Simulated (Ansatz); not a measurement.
# NiO2 (CdCl2 type): one cell, several starts and searches, part 3 of 3

Aim: see in which states the SCF of NiO2 (CdCl2 type) ends at one fixed cell when the search of states or the symmetry kept is changed. Cell and atoms stay fixed. This structure was made by substitution into a known type, so it needn't be the compound's stable form.

Ansatz 0.2.0; DFT LDA+U (U_eff = 8 eV on Ni d), plane waves, PAW. Earlier steps stand in the parts before.

## (4) From atoms, default search

Contents of input.yaml:

```yaml
crystal:
  lattice:
    - [1.38111528, -0.79738728, 8.35126332]
    - [-1.38111528, -0.79738728, 8.35126332]
    - [0.0, -3.18954912, 8.35126332]
  atoms:
    - { symbol: Ni, position: [0.0, 0.0, 0.0], spin: 4.0, spin_axis: [0.0, 0.0, 1.0] }
    - { symbol: O, position: [0.252, 0.252, 0.874] }
    - { symbol: O, position: [0.748, 0.748, 0.626] }
    - { symbol: Ni, position: [0.0, 0.0, 0.5], spin: 4.0, spin_axis: [0.0, 0.0, -1.0] }
    - { symbol: O, position: [0.252, 0.252, 0.374] }
    - { symbol: O, position: [0.748, 0.748, 0.126] }
basis:
  ecutwfc: 420
  ecutrho_ratio: 4
kpoints:
  mp_grid: { grid: [8, 8, 8] }
hamiltonian:
  xc: lda
  hubbard:
    sites: [{ site: 0, l: d, u_eff: 8.0 }, { site: 3, l: d, u_eff: 8.0 }]
scf:
  occupations: { method: gaussian, width: 0.05 }
output:
  forces: true
  stress: true
  eigenvalues: true
  populations: true
  hubbard: { sites: [{ site: 0, l: d }, { site: 3, l: d }] }
  write_density: true
  write_potential: true
  elf: true
  volumetric_format: npy
magnetization:
  noncollinear: true
  spin_orbit: true
```

This run includes spin–orbit coupling.

Run with:

```sh
> ansatz run input.yaml --threads 8 --pin off --max-ram 12288MiB --backend cpu --events-out ev --progress --plain --runs-dir out
```

The log of the run:

```text
Warning: output.stress: scf.convergence.dr2_threshold = 1e-7 eV (the SCF's general default) is looser than the 6e-10 eV advised for a printed stress (1e-10 eV for each atom of the cell: 6). What an SCF threshold leaves in a stress goes as its square root, and in the free energy as the threshold itself, and one threshold admits the most on a small cell: of the crystals measured, under no hybrid functional and no lock of the moments, on runs that ended without the residual-converged pass, on stresses that held no estimate of that error, the worst erred by over 100 MPa in a component at 1e-7 eV an atom and by under 5 at 1e-10. Set scf.convergence.dr2_threshold to 6e-10 eV or tighter. The threshold is an SCF's pass mark: one that does not reach it within its budget of iterations ends unconverged, or closes short of it on a stop that the run arms, and scf.convergence.dr2_threshold's page says what that costs each kind of run
Warning: RAYON_NUM_THREADS=8 ignored (pool sized by the plan → 8); use --threads N
basis.fft_grid_basis auto: the FFT boxes are laid along the combinations [[1, -1, 0], [0, 1, 0], [0, -1, 1]] of the cell's own vectors, 2.762, 8.502 and 2.762 Å long. The dense box has 20×60×20 points. Along the cell's own vectors, as sized, it would have 60×60×60, 9.00 times as many. Of the 12 symmetry operations that the crystal satisfies within crystal.symmetry.tolerance (time reversal apart; of a slab, those that keep its plane) the dense box along the cell's own vectors carries 12, and the one as laid loses 8 of those. basis.fft_grid_basis: typed keeps the cell's own vectors: state it where this run's energies or levels are differenced outside the engine with another run's, or held beside a run that keeps those vectors. Those combinations have planes normal to reciprocal vector 3, as the cell's own vectors have. Each planar average written beside output.write_density, output.write_potential has a row for each plane of the box: 20. The volumetric files lie along those combinations, not along the cell's own vectors: a cube or XSF file states them, and fields.json those of NumPy files.
Ni: projections on atomic orbitals take those of the free atom [Ne] 3s2 3p6 3d8 4s2, of charge +0.00 (hamiltonian.pseudopotentials.projection_atoms); the dataset's partial waves leave at most 2.0e-9 of an orbital's norm unspanned inside its sphere
O: projections on atomic orbitals take those of the free atom [He] 2s2 2p4, of charge +0.00 (hamiltonian.pseudopotentials.projection_atoms); the dataset's partial waves leave at most 1.5e-11 of an orbital's norm unspanned inside its sphere
Engine: ansatz 0.2.0, aarch64-unknown-linux-gnu
Pseudopotentials: kind: paw_fr
Pseudopotential: Ni, paw_fr, valence charge 18, recommended cutoff 420 eV (normal), Ni.paw.azcp#standard-fr
Pseudopotential: O, paw_fr, valence charge 6, recommended cutoff 420 eV (normal), O.paw.azcp#standard-fr
Functional definition: SPW92
  exchange = slater_x
  correlation = pw_c
Crystal: 6 atoms, lattice volume = 55.183 Å³
Basis set: ecut = 420 eV, 1071 PW (Γ), FFT grids on a1−a2, a2, −a2+a3
Bands: 72, of which v1, the nominal top of the filled ones, is band 60 counted from 1 (59 counted from 0)
Symmetry: 12 space group operations + 12 with time reversal
Magnetic group: BNS 167.108 (UNI 1338), of the structure as read, at distance tolerance 3.8e-5 Å
k-points: 65 of 512
Projection manifold: j_resolved (fully-relativistic pseudo-atomic orbitals)
Non-local potential: Ni, projectors of the file, l = 0: 3, l = 1: 4, l = 2: 6, l = 3: 2
Non-local potential: O, projectors of the file, l = 0: 2, l = 1: 4, l = 2: 2
PAW form: soft (Blöchl's): semilocal exchange-correlation on the pseudo side does not see the compensation charge
PAW frozen core: Ni, regenerated for the run's functional, and the local potential with it (the file was generated under x = pbe(κ = 0.804, μ = 0.2195149727645171), c = pbe(β = 0.06672455060314922))
PAW frozen core: O, regenerated for the run's functional, and the local potential with it (the file was generated under x = pbe(κ = 0.804, μ = 0.2195149727645171), c = pbe(β = 0.06672455060314922))
PAW one-centre angular grid: Ni, 590 points (default); XC on 64 Gauss nodes
PAW one-centre angular grid: O, 110 points (default); XC on 64 Gauss nodes
Initial density: superposition of atomic densities (chi_scale 0.1, normalization cell, long waves kept (reshape's long-wave potential 0.13 eV rms))
Starting moments: Σ|m| = 8 μB on 2 of 6 sites
Initial wavefunctions: pseudopotential atomic-orbital guess
Functional: x = slater, c = lda
SCF iter   1: F=—  HF=-13751.560398 eV  |F-HF|=—  |Δ(HF+E_count)|=         —  Δρ=5.72e-1  dr2=6.98e1  dr2_m=4.13e1  ethr=3.10e-3  |M|=1.63e-17 ∫|m|=1.54e0 μB  |m|>n=0.0e0 m-floor=4.8e-3 τ_xc=2.2e-31  β_m=0.30  ⟨swp⟩=9.9  Hψ=24201  notcnv=0  defer=5
preconditioner: auto → Kerker (q_TF=auto, 2.767 Å⁻¹)  [metal: Δε(μ)=0.007 eV  Ē_g=12.110 eV  σ=0.050 eV  W_gap=0.08  n_scr=18 (ndim 8)  ℏωp=33.2 eV  f_vac=0.022  D(μ)=4.23/eV (n_scr^D=50)]
spin=Noncollinear: Kerker preconditioning applied to the charge; magnetization (m_x, m_y, m_z) channels mix plain (no charge-response kernel on spin).
SCF iter   2: F=—  HF=-13748.883456 eV  |F-HF|=—  |Δ(HF+E_count)|=    2.68e0  Δρ=2.16e-1  dr2=2.51e0  dr2_m=5.91e0  ethr=3.10e-3  |M|=9.80e-17 ∫|m|=3.31e0 μB  |m|>n=0.0e0 m-floor=3.3e-4 τ_xc=2.4e-20  β_m=0.30  ⟨swp⟩=4.0  Hψ=12726  notcnv=0  defer=272
SCF iter   3: F=—  HF=-13750.366261 eV  |F-HF|=—  |Δ(HF+E_count)|=    1.48e0  Δρ=2.71e-1  dr2=5.21e0  dr2_m=9.30e0  ethr=3.10e-3  |M|=2.45e-17 ∫|m|=2.93e0 μB  |m|>n=0.0e0 m-floor=3.3e-4 τ_xc=8.5e-20  β_m=0.30  ⟨swp⟩=2.9  Hψ=9279  notcnv=0  defer=280
SCF iter   4: F=—  HF=-13767.112585 eV  |F-HF|=—  |Δ(HF+E_count)|=    1.67e1  Δρ=5.23e-1  dr2=1.27e2  dr2_m=1.19e1  ethr=3.10e-3  |M|=9.80e-17 ∫|m|=7.88e0 μB  |m|>n=0.0e0 m-floor=3.3e-4 τ_xc=5.7e-20  β_m=1.00  ⟨swp⟩=4.2  Hψ=11452  notcnv=0  defer=280
SCF iter   5: F=—  HF=-13746.604139 eV  |F-HF|=—  |Δ(HF+E_count)|=    2.05e1  Δρ=3.62e-1  dr2=1.61e0  dr2_m=1.65e1  ethr=3.10e-3  |M|=6.54e-17 ∫|m|=3.74e0 μB  |m|>n=0.0e0 m-floor=3.3e-4 τ_xc=7.6e-18  β_m=0.30  ⟨swp⟩=4.1  Hψ=11691  notcnv=0  defer=260
SCF iter   6: F=—  HF=-13749.364423 eV  |F-HF|=—  |Δ(HF+E_count)|=    2.76e0  Δρ=3.05e-1  dr2=3.99e-1  dr2_m=1.18e1  ethr=2.68e-3  |M|=3.27e-17 ∫|m|=3.68e0 μB  |m|>n=0.0e0 m-floor=3.3e-4 τ_xc=4.2e-18  β_m=0.30  ⟨swp⟩=2.0  Hψ=9665  notcnv=0  defer=280
SCF iter   7: F=—  HF=-13751.041396 eV  |F-HF|=—  |Δ(HF+E_count)|=    1.68e0  Δρ=2.78e-1  dr2=6.75e-1  dr2_m=9.76e0  ethr=6.66e-4  |M|=6.54e-17 ∫|m|=3.55e0 μB  |m|>n=0.0e0 m-floor=3.3e-4 τ_xc=2.7e-18  β_m=0.30  ⟨swp⟩=2.5  Hψ=8061  notcnv=0  defer=292
SCF iter   8: F=—  HF=-13752.603465 eV  |F-HF|=—  |Δ(HF+E_count)|=    1.56e0  Δρ=2.19e-1  dr2=2.38e0  dr2_m=6.04e0  ethr=6.66e-4  |M|=4.65e-19 ∫|m|=3.45e0 μB  |m|>n=0.0e0 m-floor=3.3e-4 τ_xc=1.6e-18  β_m=0.30  ⟨swp⟩=2.1  Hψ=6185  notcnv=0  defer=280
SCF iter   9: F=—  HF=-13753.100059 eV  |F-HF|=—  |Δ(HF+E_count)|=   4.97e-1  Δρ=1.59e-1  dr2=3.15e-1  dr2_m=3.21e0  ethr=6.66e-4  |M|=1.63e-17 ∫|m|=3.47e0 μB  |m|>n=0.0e0 m-floor=3.3e-4 τ_xc=9.8e-19  β_m=0.30  ⟨swp⟩=2.0  Hψ=7270  notcnv=0  defer=260
SCF iter  10: F=—  HF=-13753.486623 eV  |F-HF|=—  |Δ(HF+E_count)|=   3.87e-1  Δρ=1.18e-1  dr2=3.04e-2  dr2_m=1.76e0  ethr=5.25e-4  |M|=8.99e-17 ∫|m|=3.46e0 μB  |m|>n=0.0e0 m-floor=3.3e-4 τ_xc=7.0e-19  β_m=0.30  ⟨swp⟩=2.0  Hψ=5995  notcnv=0  defer=260
[... 1 line left out ...]
spin-set hold released at iteration 10 (site moments contracting): the magnetisation degrees of freedom join the quasi-Newton model from the next iteration; the mixer history was flushed
[... 3 lines left out ...]
SCF iter  14: F=—  HF=-13754.025215 eV  |F-HF|=—  |Δ(HF+E_count)|=   9.96e-3  Δρ=5.88e-3  dr2=1.12e-3  dr2_m=4.42e-3  ethr=1.58e-6  |M|=4.08e-17 ∫|m|=3.07e0 μB  |m|>n=0.0e0 m-floor=3.3e-4 τ_xc=1.8e-19  β_m=0.88  ⟨swp⟩=2.0  Hψ=8132  notcnv=0  defer=260
SCF iter  15: F=—  HF=-13754.039410 eV  |F-HF|=—  |Δ(HF+E_count)|=   1.42e-2  Δρ=4.25e-3  dr2=8.66e-3  dr2_m=1.19e-3  ethr=1.58e-6  |M|=2.04e-19 ∫|m|=2.78e0 μB  |m|>n=0.0e0 m-floor=3.3e-4 τ_xc=2.7e-19  β_m=0.94  ⟨swp⟩=2.4  Hψ=8902  notcnv=0  defer=260
SCF iter  16: F=—  HF=-13754.042229 eV  |F-HF|=—  |Δ(HF+E_count)|=   2.82e-3  Δρ=4.11e-3  dr2=6.25e-3  dr2_m=1.45e-4  ethr=1.58e-6  |M|=3.27e-17 ∫|m|=2.57e0 μB  |m|>n=0.0e0 m-floor=3.3e-4 τ_xc=2.7e-19  β_m=0.97  ⟨swp⟩=2.2  Hψ=9685  notcnv=0  defer=260
SCF iter  17: F=—  HF=-13754.042290 eV  |F-HF|=—  |Δ(HF+E_count)|=   6.07e-5  Δρ=2.46e-3  dr2=1.80e-3  dr2_m=1.26e-4  ethr=1.58e-6  |M|=4.08e-18 ∫|m|=2.55e0 μB  |m|>n=0.0e0 m-floor=3.3e-4 τ_xc=2.4e-19  β_m=0.84  ⟨swp⟩=2.0  Hψ=7280  notcnv=0  defer=260
SCF iter  18: F=—  HF=-13754.042156 eV  |F-HF|=—  |Δ(HF+E_count)|=   1.34e-4  Δρ=7.27e-4  dr2=2.44e-4  dr2_m=3.26e-5  ethr=1.58e-6  |M|=3.27e-17 ∫|m|=2.51e0 μB  |m|>n=0.0e0 m-floor=3.3e-4 τ_xc=2.3e-19  β_m=0.92  ⟨swp⟩=2.0  Hψ=8650  notcnv=0  defer=260
SCF iter  19: F=—  HF=-13754.042278 eV  |F-HF|=—  |Δ(HF+E_count)|=   1.21e-4  Δρ=3.38e-4  dr2=5.30e-5  dr2_m=8.46e-6  ethr=4.07e-7  |M|=2.04e-17 ∫|m|=2.48e0 μB  |m|>n=0.0e0 m-floor=3.3e-4 τ_xc=2.1e-19  β_m=0.96  ⟨swp⟩=2.0  Hψ=5982  notcnv=0  defer=260
SCF iter  20: F=—  HF=-13754.042328 eV  |F-HF|=—  |Δ(HF+E_count)|=   5.02e-5  Δρ=2.59e-4  dr2=2.81e-5  dr2_m=2.09e-7  ethr=8.84e-8  |M|=4.90e-17 ∫|m|=2.45e0 μB  |m|>n=0.0e0 m-floor=3.3e-4 τ_xc=2.0e-19  β_m=0.98  ⟨swp⟩=2.0  Hψ=7136  notcnv=0  defer=260
SCF iter  21: F=—  HF=-13754.042328 eV  |F-HF|=—  |Δ(HF+E_count)|=   3.82e-7  Δρ=9.65e-5  dr2=4.16e-6  dr2_m=4.63e-8  ethr=4.69e-8  |M|=1.63e-17 ∫|m|=2.45e0 μB  |m|>n=0.0e0 m-floor=3.3e-4 τ_xc=1.9e-19  β_m=0.99  ⟨swp⟩=1.0  Hψ=4420  notcnv=0  defer=260
SCF iter  22: F=—  HF=-13754.042329 eV  |F-HF|=—  |Δ(HF+E_count)|=   4.71e-7  Δρ=3.28e-5  dr2=4.66e-7  dr2_m=6.35e-9  ethr=6.93e-9  |M|=8.17e-18 ∫|m|=2.45e0 μB  |m|>n=0.0e0 m-floor=3.3e-4 τ_xc=2.0e-19  β_m=1.00  ⟨swp⟩=1.0  Hψ=4420  notcnv=0  defer=260
SCF iter  23: F=-13754.042329 eV  HF=-13754.042329 eV  |F-HF|=1.92e-9  |Δ(HF+E_count)|=   5.22e-8  Δρ=2.90e-6  dr2=3.34e-9  dr2_m=1.68e-9  ethr=1.67e-10  |M|=1.23e-17 ∫|m|=2.45e0 μB  |m|>n=0.0e0 m-floor=3.3e-4 τ_xc=1.9e-19  ⟨swp⟩=16.2  Hψ=37074  notcnv=0
SCF 1 converged in 23 iterations: F = -13754.042329 eV  dr2 = 3.34e-9
SCF converged after 23 iterations
Magnetization: |M| = 0.0000 μB,  M = (-0.0000, -0.0000, +0.0000) μB
Absolute magnetization: 2.4539 μB (∫|m|, with the PAW one-centre terms)
  site 0: m = (-0.0000, -0.0000, +0.6108) μB, |m| = 0.6108 μB  (R = 0.78 Å)
  site 1: m = (-0.0000, -0.0000, +0.2570) μB, |m| = 0.2570 μB  (R = 0.78 Å)
  site 2: m = (-0.0000, +0.0000, -0.2570) μB, |m| = 0.2570 μB  (R = 0.78 Å)
  site 3: m = (+0.0000, +0.0000, -0.6108) μB, |m| = 0.6108 μB  (R = 0.78 Å)
  site 4: m = (+0.0000, +0.0000, -0.2570) μB, |m| = 0.2570 μB  (R = 0.78 Å)
  site 5: m = (+0.0000, -0.0000, +0.2570) μB, |m| = 0.2570 μB  (R = 0.78 Å)
Free energy (F): -13754.042329 eV
Harris-Foulkes:  -13754.042329 eV  (|F-HF|=1.92e-9)
Internal energy: -13754.042329 eV  (E = F + TS)
E sigma→0 (E₀):  -13754.042329 eV
Fermi energy:    9.086974 eV
--- Per-component energies (eV) ---
  E_band       = -932.657721
  E_kinetic    = 1243.114158
  E_local      = -10558.680958  (includes V_loc(G=0)·N_el)
  E_nonlocal   = 1464.558725
  E_hartree    = 4360.013308
  E_xc         = -455.208961
  E_vxc        = -586.691862  (∫ρ·V_xc dr)
  E_hubbard    = 7.264322  (on-site DFT+U / exact-exchange correction)
  E_vhub       = -51.322131  (the Hubbard potential's part of the band-sum identity)
  E_paw        = -3695.651102  (= ΣΔE_a)
  E_vpaw       = -1163.679335  (= ΣTr[D̂ρ^β])
  E_aug_tail   = 0.010100  (compensation charges beyond the density's cutoff)
  E_ewald      = -6120.722593
  E_core_change = 1.260673  (= ΣΔE_core)
  E_smearing   = -0.000000  (= −TS)
  E_closure    = 0.000000  (closes the sum)
  Σ components = -13754.042329   (vs F -13754.042329, Δ=0.00e0)
--- Hubbard shell moments (per corrected site; Tr N, ν in electrons; μ in μ_B) ---
  shell 0: Tr N=8.2313  μ_S=(+0.0000, -0.0000, +0.6359)  μ_L=(+0.0000, -0.0000, +0.0692)  μ=(+0.0000, -0.0000, +0.7051)  ν=0.0512 along (+0.000, -0.000, +1.000)
  shell 1: Tr N=8.2313  μ_S=(-0.0000, +0.0000, -0.6359)  μ_L=(-0.0000, +0.0000, -0.0692)  μ=(-0.0000, +0.0000, -0.7051)  ν=0.0512 along (-0.000, +0.000, -1.000)
--- Forces (eV/Å), atoms counted from 1 ---
  atom   1  Ni     0.00000000    -0.00000000     0.00000000
  atom   2  O     -0.00000000    -0.00000000     1.41623263
  atom   3  O      0.00000000     0.00000000    -1.41623263
  atom   4  Ni     0.00000000     0.00000000     0.00000000
  atom   5  O      0.00000000    -0.00000000     1.41623263
  atom   6  O      0.00000000     0.00000000    -1.41623263
  max |Σ_I F_I| component: 8.88e-16 eV/Å
--- Stress (GPa, compression-positive) ---
       -5.184163       0.000000       0.000000
        0.000000      -5.184163       0.000000
        0.000000       0.000000     -12.241769
  P = ⅓ Tr σ = -7.5367 GPa (-75.367 kbar)
--- Band table (eV; the first three rows and the last of 65) ---
  k-point 0: bands = ["-94.2989", "-94.2989", "-93.5276", "-93.5276", "-56.3937", "-56.3937", "-56.1134", "-56.1134", "-54.4038", "-54.4038", "-54.0214", "-54.0214", "-53.7426", "-53.7426", "-53.6584", "-53.6584", "-10.5228", "-10.5228", "-9.9361", "-9.9361", "-8.6566", "-8.6566", "-7.7996", "-7.7996", "0.9285", "0.9285", "1.9390", "1.9390", "1.9894", "1.9894", "2.2036", "2.2036", "2.6479", "2.6479", "2.9092", "2.9092", "3.5509", "3.5509", "3.7238", "3.7238", "5.2304", "5.2304", "5.4749", "5.4749", "6.2154", "6.2154", "6.3893", "6.3893", "7.4726", "7.4726", "7.7134", "7.7134", "7.7507", "7.7507", "8.2001", "8.2001", "8.2383", "8.2383", "8.7910", "8.7910", "10.4452", "10.4452", "10.4703", "10.4703", "11.5781", "11.5781", "11.6256", "11.6256", "16.8535", "16.8535", "18.7770", "18.7770"]
[... 3 lines left out ...]
Occupation matrices written to <dir>
--- Löwdin populations: 6 sites ---
  site symbol       q [e]
     0     Ni     16.8115
     1      O      6.5336
     2      O      6.5336
     3     Ni     16.8115
     4      O      6.5336
     5      O      6.5336
  spilling = 0.004040 (of n_electrons = 60.000000)
--- Occupation matrices: 2 shells (run DFT+U table (all-electron-ortho-atomic); ε = 4.23e-3) ---
  Ni0 d_3D: site group D3d (-3m)
  Ni0 d_3D spinor Tr n = 8.2313  λ = 0.403 0.404 0.727 0.727 0.993 0.994 0.994 0.996 0.996 0.996  [2× xz 0.33 (Eg 1.00) E1/2g(0.50) | 2× xz 0.32 (Eg 1.00) E1/2g(0.50) | 6× z2 0.33 (T2g 1.00) E1/2g(0.67)]
  Ni3 d_3D: site group D3d (-3m)
  Ni3 d_3D spinor Tr n = 8.2313  λ = 0.403 0.404 0.727 0.727 0.993 0.994 0.994 0.996 0.996 0.996  [2× xz 0.33 (Eg 1.00) E1/2g(0.50) | 2× xz 0.32 (Eg 1.00) E1/2g(0.50) | 6× z2 0.33 (T2g 1.00) E1/2g(0.67)]
  Tr n, λ and their labels are of the run-group-symmetrised matrices; stabiliser: 24 of 48 elements of G0×{1,Θ} (closed), max defect 5.7e-15 at τ = 9.0e-4
```

It took 45 s on 8 threads of Arm Neoverse V1, shared host; peak memory 1.4 GiB.

End state: a gap on the mesh of 0.60 eV, pressure -7.5 GPa, moments in spheres Ni1 (0.00, 0.00, 0.61); O2 (0.00, 0.00, 0.26); O3 (0.00, 0.00, -0.26); Ni4 (0.00, 0.00, -0.61); O5 (0.00, 0.00, -0.26); O6 (0.00, 0.00, 0.26) μB, largest force component 1.42 eV/Å, 12 symmetry operations imposed.

How the shells are filled (orbitals counted by the eigenvalues of the occupation matrices):

```tsv
shell	channel	electrons	over 0.8	0.2 to 0.8	under 0.2
Ni 3d (atom 1)	both spins	8.23	6	4	0
```

Spin moments on the atoms, as numbers:

```tsv
atom	x (μB)	y (μB)	z (μB)
Ni1	0.00	0.00	0.61
O2	0.00	0.00	0.26
O3	0.00	0.00	-0.26
Ni4	0.00	0.00	-0.61
O5	0.00	0.00	-0.26
O6	0.00	0.00	0.26
```

Density in a lattice plane of the grid's cell (edges 8.50 and 2.76 Å, at 0.000 of the third edge), which holds Ni.

Ten even steps from ' ' (0.07 e/Å³) to '@' (60.19 e/Å³):
```
..                                              
                        ..                      
                      --@@--                    
                        ..                      
..                                              
@@--                                          --
```
Columns run along the first of these edges and rows up along the second, over one cell in 24 and 6 even steps from the bottom left corner. Atoms in the plane (fractional): Ni at (0.00, 0.00), Ni at (0.50, 0.50).

ELF in the same plane.

Ten even steps from '0' (0.03) to '9' (0.83):
```
421220058851115885002212
115885002212421220058851
038999200136863100299983
115885002212421220058851
421220058851115885002212
863100289983138998200136
```
Columns run along the first of these edges and rows up along the second, over one cell in 24 and 6 even steps from the bottom left corner. Atoms in the plane (fractional): Ni at (0.00, 0.00), Ni at (0.50, 0.50).

Both are smooth fields of the valence electrons: close to the nuclei they are not physical.

The highest ELF values outside the cores: 0.87 beside O, off the lines to its neighbours, 0.5 Å from O; 0.87 in the shell around O, 0.6 Å from O; 0.83 on the O–Ni line, 0.6 Å from O.

The z part of the spin density in a lattice plane of the grid's cell (edges 8.50 and 2.76 Å, at 0.000 of the third edge), which holds Ni.

Values in e/Å³, 6 rows by 12 columns:
```
 0.38  0.05  0.00  0.00  0.03  0.01 -0.02  0.01  0.03  0.00  0.00  0.05
 0.01 -0.01 -0.03  0.00  0.00 -0.05 -0.41 -0.05  0.00  0.00 -0.03 -0.01
 0.00 -0.04 -0.06 -0.01  0.00  0.00 -2.38  0.00  0.00 -0.01 -0.06 -0.04
 0.01 -0.01 -0.03  0.00  0.00 -0.05 -0.41 -0.05  0.00  0.00 -0.03 -0.01
 0.38  0.05  0.00  0.00  0.03  0.01 -0.02  0.01  0.03  0.00  0.00  0.05
 2.63  0.00  0.00  0.01  0.06  0.04  0.00  0.04  0.06  0.01  0.00  0.00
```
Columns run along the first of these edges and rows up along the second, over one cell in 12 and 6 even steps from the bottom left corner. Atoms in the plane (fractional): Ni at (0.00, 0.00), Ni at (0.50, 0.50).

ELF in the plane through atom 1 (Ni) and two of its nearest O neighbours, 7.2 Å on a side, that atom in the middle and its first bond to the right.

Ten even steps from '0' (0.00) to '9' (0.86):
```
4159648961000038987982256
2126898620000004899851122
3211332111467510244300245
8721333214899972000002798
7941476317955995000005995
8832465316877983000003998
8521222112688741012100489
2101466521122111368861012
0016988872244422798997100
0038963882258522883698300
0017998972244422788896100
2101688631112211256641012
9840012101478862112221258
8993000003897786135642388
5995000005995597136741497
8972000002799984123331278
5420034420157641112331123
2211589984000000268986212
6522897898300001698469514
```
Atoms in the plane (Å from the middle): O (0.1, -1.9), O (1.9, 0.0), Ni (2.0, -1.9), O (-1.9, 0.0), O (-0.1, 1.9), Ni (0.0, 0.0), Ni (-2.0, 1.9).

## (5) Results

What follows sums up all 3 parts.

Energies count from the lowest free state with spin–orbit coupling and have the smearing extrapolated to zero.

| start | energy (meV/atom) | gap (eV) | pressure (GPa) | largest moment (μB) | SCF cycles | time |
| --- | --- | --- | --- | --- | --- | --- |
| from atoms, symmetry kept, no search | 0.0 | 0.60 | -7.5 | 0.61 | 23 | 41 s |
| from atoms, default search | 0.0 | 0.60 | -7.5 | 0.61 | 23 | 45 s |
| natural orbitals of the symmetric run, filled by rank | 0.0 | 0.60 | -7.5 | 0.61 | 32 | 2.6 min |

The 3 free runs with spin–orbit coupling end within about 1 meV/atom of each other. The run with the program's default settings reaches the lowest one found. Forces are 1.4 eV/Å or more in the runs compared: the fixed geometry is far from relaxed. The lowest state found need not be the ground state, and the geometry wasn't relaxed for any of them.
